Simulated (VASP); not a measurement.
# HgTe (Coloradoite) (F-43m) in VASP: a series of runs

Runs on HgTe (Coloradoite). Level: LDA. Tasks: relaxation of the atoms.

All numbers are computed with VASP 6.6.1; they aren't measurements. Logs are shortened: lines on timing, memory, paths and dates and some standing lists are left out, and cuts for length are marked.

## 1. The crystal as given

The structure is cubic, space group F-43m (No. 216). The conventional cell has a = 6.448 Å, b = 6.448 Å, c = 6.448 Å, α = 90.00°, β = 90.00°, γ = 90.00°. Around Hg (site symmetry -43m) lie 4 Te at 2.79 Å. Around Te (site symmetry -43m) lie 4 Hg at 2.79 Å.

## 2. Relaxation of the atoms, LDA (a relaxed cell with its volume scaled by 0.94)

The input, INCAR:

```
SYSTEM = HgTe
PREC     = Accurate       ! precision mode
ENCUT    = 600            ! plane-wave cutoff, eV
EDIFF    = 1E-7           ! SCF threshold, eV
ISMEAR   = 0              ! smearing method
SIGMA    = 0.03           ! smearing width, eV
LREAL    = .False.        ! projectors in reciprocal space
LASPH    = .True.         ! aspherical terms in the spheres
NELM     = 80             ! most SCF steps
ALGO     = Normal         ! electronic algorithm
ISIF     = 2              ! what is computed and relaxed
LWAVE    = .False.        ! write WAVECAR
LCHARG   = .False.        ! write CHGCAR
GGA      = CA             ! functional
IBRION   = 2              ! ionic algorithm
NSW      = 40             ! ionic steps
EDIFFG   = -0.01          ! ionic threshold
```

The input, KPOINTS:

```
regular mesh
0
Gamma
  10 10 10
  0 0 0
```

The input, POSCAR:

```
HgTe                                    
1.0
    0.0000000000      3.1582847364      3.1582847364
    3.1582847364      0.0000000000      3.1582847364
    3.1582847364      3.1582847364      0.0000000000
  Hg              Te            
     1     1
Direct
     0.0000000000000000    0.0000000000000000    0.0000000000000000
     0.2500000000000000    0.2500000000000000    0.2500000000000000
```

Potentials or basis: VASP PAW LDA potentials, release 64 (Hg, Te).

On the command line:

```console
$ cat potpaw_LDA.64/Hg/POTCAR potpaw_LDA.64/Te/POTCAR > POTCAR
$ mpirun -np 1 vasp_std > vasp.out
```

OUTCAR:

```text
SYSTEM = HgTe
   PREC = Accurate
   ENCUT = 600
   EDIFF = 1E-7
   ISMEAR = 0
   LREAL = .False.
   LASPH = .True.
   NELM = 80
   ISIF = 2
   GGA = CA
   IBRION = 2
   NSW = 40
   EDIFFG = -0.01

 ion  position               nearest neighbor table
   1  0.000  0.000  0.000-   2 2.74   2 2.74   2 2.74   2 2.74
   2  0.250  0.250  0.250-   1 2.74   1 2.74   1 2.74   1 2.74

  LATTYP: Found a face centered cubic cell.
 ALAT       =     6.3165694728

  Lattice vectors:

 A1 = (   0.0000000000,   3.1582847364,   3.1582847364)
 A2 = (   3.1582847364,   0.0000000000,   3.1582847364)
 A3 = (   3.1582847364,   3.1582847364,   0.0000000000)

Analysis of symmetry for initial positions (statically):
=====================================================================
 Subroutine PRICEL returns:
 Original cell was already a primitive cell.

 Routine SETGRP: Setting up the symmetry group for a
 face centered cubic supercell.

 Subroutine GETGRP returns: Found 24 space group operations
 (whereof 24 operations were pure point group operations)
 out of a pool of 48 trial point group operations.

The static configuration has the point symmetry T_d .

Analysis of symmetry for dynamics (positions and initial velocities):
=====================================================================
 Subroutine PRICEL returns:
 Original cell was already a primitive cell.

 Routine SETGRP: Setting up the symmetry group for a
 face centered cubic supercell.

 Subroutine GETGRP returns: Found 24 space group operations
 (whereof 24 operations were pure point group operations)
 out of a pool of 48 trial point group operations.

The dynamic configuration has the point symmetry T_d .

 Subroutine INISYM returns: Found 24 space group operations
 (whereof 24 operations are pure point group operations),
 and found     1 'primitive' translations

----------------------------------------------------------------------------------------

                                     Primitive cell

  volume of cell :      63.0063

  direct lattice vectors                    reciprocal lattice vectors
     0.000000000  3.158284736  3.158284736    -0.158313782  0.158313782  0.158313782
     3.158284736  0.000000000  3.158284736     0.158313782 -0.158313782  0.158313782
     3.158284736  3.158284736  0.000000000     0.158313782  0.158313782 -0.158313782

  length of vectors
     4.466489108  4.466489108  4.466489108     0.274207513  0.274207513  0.274207513

  position of ions in fractional coordinates (direct lattice)
     0.000000000  0.000000000  0.000000000
     0.250000000  0.250000000  0.250000000

  ion indices of the primitive-cell ions
   primitive index   ion index
                 1           1
                 2           2

----------------------------------------------------------------------------------------

 KPOINTS: regular mesh

Automatic generation of k-mesh.
 Grid dimensions read from file:
 generate k-points for:   10   10   10

 Generating k-lattice:

  Cartesian coordinates                     Fractional coordinates (reciprocal lattice)
    -0.015831378  0.015831378  0.015831378     0.100000000  0.000000000  0.000000000
     0.015831378 -0.015831378  0.015831378     0.000000000  0.100000000  0.000000000
     0.015831378  0.015831378 -0.015831378     0.000000000  0.000000000  0.100000000

  Length of vectors
     0.027420751  0.027420751  0.027420751

  Shift w.r.t. Gamma in fractional coordinates (k-lattice)
     0.000000000  0.000000000  0.000000000

 Subroutine IBZKPT returns following result:
 ===========================================

 Found     47 irreducible k-points:

 Following reciprocal coordinates:
            Coordinates               Weight
  0.000000  0.000000  0.000000      1.000000
  0.100000  0.000000  0.000000      8.000000
  0.200000  0.000000  0.000000      8.000000
  0.300000  0.000000  0.000000      8.000000
  0.400000  0.000000  0.000000      8.000000
  0.500000  0.000000  0.000000      4.000000
[... 16 lines left out ...]
  0.300000  0.300000  0.000000      6.000000
  0.400000  0.300000  0.000000     24.000000
 [... further k-points ...]
   k-points           NKPTS =     47   k-points in BZ     NKDIM =     47   number of bands    NBANDS=     13
   number of dos      NEDOS =    301   number of ions     NIONS =      2
   total plane-waves  NPLWV =  46656
   dimension x,y,z NGX =    36 NGY =   36 NGZ =   36
   dimension x,y,z NGXF=    72 NGYF=   72 NGZF=   72
   ions per type =               1   1
   NGX,Y,Z   is equivalent  to a cutoff of  13.40, 13.40, 13.40 a.u.
   NGXF,Y,Z  is equivalent  to a cutoff of  26.80, 26.80, 26.80 a.u.
 SYSTEM =  HgTe
   PREC   = accura    normal or accurate (medium, high low for compatibility)
   ISTART =      0    job   : 0-new  1-cont  2-samecut
   ICHARG =      2    charge: 1-file 2-atom 10-const
   ISPIN  =      1    spin polarized calculation?
   LNONCOLLINEAR =      F non collinear calculations
   LSORBIT =      F    spin-orbit coupling
   LASPH  =      T    aspherical Exc in radial PAW
   ENCUT  =  600.0 eV  44.10 Ry    6.64 a.u.   8.92  8.92  8.92*2*pi/ulx,y,z
   NELM   =     80;   NELMIN=  2; NELMDL= -5     # of ELM steps
   EDIFF  = 0.1E-06   stopping-criterion for ELM
   LREAL  =      F    real-space projection
   EDIFFG = -.1E-01   stopping-criterion for IOM
   NSW    =     40    number of steps for IOM
   IBRION =      2    ionic relax: 0-MD 1-quasi-New 2-CG
   NFREE  =      1    steps in history (QN), initial steepest desc. (CG)
   ISIF   =      2    stress and relaxation
   ISYM   =      2    0-nonsym 1-usesym 2-fastsym
   POTIM  = 0.5000    time-step for ionic-motion
   TEBEG  =    0.0;   TEEND  =   0.0 temperature during run
   PSTRESS=    0.0 pullay stress
   NELECT =      18.0000    total number of electrons
   NUPDOWN=      -1.0000    fix difference up-down
   EMIN   =  10.00;   EMAX   =-10.00  energy-range for DOS
   EFERMI =   0.00;   METHOD = LEGACY
   ISMEAR =     0;   SIGMA  =   0.03  broadening in eV -4-tet -1-fermi 0-gaus
   EFERMI_NEDOS =   21; number of points for ismear=-14 and -15
   IALGO  =     38    algorithm
   IMIX   =      4    mixing-type and parameters
     AMIX     =   0.40;   BMIX     =  1.00
     AMIX_MAG =   1.60;   BMIX_MAG =  1.00
  volume/ion in A,a.u.               =      31.50       212.59
  Fermi-wavevector in a.u.,A,eV,Ry     =   1.078213  2.037526 15.817349  1.162542
  Thomas-Fermi vector in A             =   2.214145
   LORBIT       =      0    0 simple, 1 ext, 2 COOP (PROOUT), +10 PAW based schemes
   GGA     = CA    functional components
   LHFCALC =     F    Hartree Fock is set to
   AEXX    =    0.0000 exact exchange contribution
   IVDW    =     0    specifies the selected vdW correction
   LEPSILON=     F    determine dielectric tensor
   LRPA    =     F    only Hartree local field effects (RPA)
 conjugate gradient relaxation of ions
 non-spin polarized calculation
 Gauss-broadening in eV      SIGMA  =   0.03
  energy-cutoff  :      600.00
  volume of cell :       63.01
 maximum number of plane-waves:      2134
   NGX = 17   NGY = 17   NGZ = 17

 number of electron      18.0000000 magnetization

 Free energy of the ion-electron system (eV)
  ---------------------------------------------------
  ext. energy  EPLUGINS =         0.00000000
  ---------------------------------------------------
  free energy    TOTEN  =        -4.99763066 eV

  energy without entropy =       -4.99758438  energy(sigma->0) =       -4.99760752

 E-fermi :   3.6900     XC(G=0):  -9.4061

 val. band max:        3.6808831233   @ k =   0.0000   0.0000   0.0000
 cond. band min:       4.2401250304   @ k =   0.1000   0.0000   0.0000
 fundamental gap:      0.5592419071
 Fermi energy:         3.6900201918

 k-point     1 :       0.0000    0.0000    0.0000
  band No.  band energies     occupation
      1      -8.8904      2.00000
      2      -4.1304      2.00000
      3      -4.1304      2.00000
      4      -4.1304      2.00000
      5      -3.5092      2.00000
      6      -3.5092      2.00000
      7       2.9867      2.00000
      8       3.6809      1.33333
      9       3.6809      1.33333
     10       3.6809      1.33333
     11       7.7058      0.00000
     12       7.7058      0.00000
     13       7.7058      0.00000

 k-point     2 :       0.1000    0.0000    0.0000
  band No.  band energies     occupation
      1      -8.8328      2.00000
      2      -4.1154      2.00000
      3      -4.1140      2.00000
      4      -4.1140      2.00000
      5      -3.5114      2.00000
      6      -3.5114      2.00000
      7       2.0724      2.00000
      8       3.5430      2.00000
      9       3.5430      2.00000
     10       4.2401      0.00000
     11       7.6082      0.00000
     12       7.8807      0.00000
     13       7.8807      0.00000

 k-point     3 :       0.2000    0.0000    0.0000
  band No.  band energies     occupation
      1      -8.6764      2.00000
      2      -4.0730      2.00000
      3      -4.0730      2.00000
      4      -4.0480      2.00000
      5      -3.5136      2.00000
      6      -3.5136      2.00000
      7       0.7472      2.00000
      8       3.2226      2.00000
      9       3.2226      2.00000
     10       4.5078      0.00000
     11       8.0286      0.00000
     12       8.2456      0.00000
     13       8.2456      0.00000
[... 305 lines left out ...]
 k-point    23 :       0.3000    0.3000    0.0000
  band No.  band energies     occupation
      1      -8.3265      2.00000
      2      -4.0488      2.00000
      3      -3.8884      2.00000
      4      -3.8884      2.00000
      5      -3.5196      2.00000
      6      -3.4618      2.00000
      7      -0.4721      2.00000
      8       1.7959      2.00000
      9       1.7959      2.00000
     10       5.5622      0.00000
     11       6.3338      0.00000
     12      10.4363      0.00000
     13      10.5142      0.00000

 k-point    24 :       0.4000    0.3000    0.0000
  band No.  band energies     occupation
      1      -8.1852      2.00000
      2      -3.9950      2.00000
      3      -3.8366      2.00000
      4      -3.8135      2.00000
      5      -3.4550      2.00000
      6      -3.4169      2.00000
      7      -1.1420      2.00000
      8       1.3375      2.00000
      9       1.5528      2.00000
     10       5.6683      0.00000
     11       6.4366      0.00000
     12      10.0780      0.00000
     13      10.9116      0.00000

 [... further k-points ...]

------------------------ aborting loop because EDIFF is reached ----------------------------------------

  FORCE on cell =-STRESS in cart. coord.  units (eV):
  Direction    XX          YY          ZZ          XY          YZ          ZX
  --------------------------------------------------------------------------------------
  -------------------------------------------------------------------------------------
  Total        1.3419637      1.3419637      1.3419637     -0.0000000     -0.0000000      0.0000000
  in kB       34.1245959     34.1245959     34.1245959     -0.0000000     -0.0000000      0.0000000
  external PRESSURE =      34.1245959 kB  Pullay stress =       0.0000000 kB

 VOLUME and BASIS-vectors are now :
 -----------------------------------------------------------------------------
  energy-cutoff  :      600.00
  volume of cell :       63.01
      direct lattice vectors                 reciprocal lattice vectors
     0.000000000  3.158284736  3.158284736    -0.158313782  0.158313782  0.158313782
     3.158284736  0.000000000  3.158284736     0.158313782 -0.158313782  0.158313782
     3.158284736  3.158284736  0.000000000     0.158313782  0.158313782 -0.158313782

 POSITION                                       TOTAL-FORCE (eV/Angst)
 -----------------------------------------------------------------------------------
      0.00000      0.00000      0.00000         0.000000      0.000000      0.000000
      1.57914      1.57914      1.57914        -0.000000     -0.000000     -0.000000
 -----------------------------------------------------------------------------------
    total drift:                               -0.000000     -0.000000     -0.000000

  FREE ENERGIE OF THE ION-ELECTRON SYSTEM (eV)
  ---------------------------------------------------
  free  energy   TOTEN  =        -4.9976306593 eV

  energy  without entropy=       -4.9975843806  energy(sigma->0) =       -4.99760752

 reached required accuracy - stopping structural energy minimisation
```

Wall time 14 s (1 thread of Intel Xeon 6975P-C (Granite Rapids), shared host); peak memory 0.2 GiB.

Results:

```
Free energy             : -4.9976 eV
Pressure after relaxing : 3.4 GPa
Band gap on the k mesh  : none (metal or under the smearing width)
```

Final structure:
```
Hg Te
1.0
     0.00000    3.15828    3.15828
     3.15828    0.00000    3.15828
     3.15828    3.15828    0.00000
Hg Te
1 1
Direct
  0.00000 0.00000 0.00000
  0.25000 0.25000 0.25000
```

Levels at points of the mesh, in eV from the Fermi level:
```
           k point  band 6  band 7  band 8  band 9  band 10  band 11  band 12  band 13
(0.00, 0.00, 0.00)   -7.20   -0.70   -0.01   -0.01    -0.01     4.02     4.02     4.02
(0.50, 0.00, 0.00)   -6.85   -6.04   -1.15   -1.15     0.59     4.87     4.87     6.57
(0.50, 0.50, 0.00)   -6.67   -5.88   -2.62   -2.62     1.76     2.13     8.29     9.03
```

Caveat: the relaxation stopped at its first step, so nothing moved. Spin-orbit coupling is left out, which matters for the levels of Hg, Te.

(Continued in part 2 of 3.)
